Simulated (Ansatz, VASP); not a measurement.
Au in VASP and in Ansatz

```
Au
1.0
     2.78291    0.00000    0.00000
     0.00000    2.78291    0.00000
     0.00000    0.00000    2.78291
Au
1
Direct
  0.00000 0.00000 0.00000
```

Alike in both runs: task relaxation of cell and atoms; functional PBE; k mesh 12 × 12 × 12; occupations fermi-dirac, width 0.08 eV; no spin polarisation.

```csv
,VASP,Ansatz
version,VASP 6.6.1,Ansatz 0.2.0
potentials or method,"VASP PAW PBE potentials, release 64 (Au)","PAW with Ansatz's default frozen-core files, scalar-relativistic"
plane-wave cutoff (eV),600,420
valence electrons in the cell,11,19
```

```tsv
	VASP	Ansatz	Ansatz less VASP
relaxed volume (Å³/atom)	20.73	20.75	+0.013
relaxed cell length with the largest relative difference (Å)	2.747	2.748	+0.0006
energy change over the relaxation (meV/atom)	-10	-9	+0.4
```

The two sets of potentials don't hold the same shells in valence.

The runs have no spin-orbit coupling, so splittings on Au are missing.
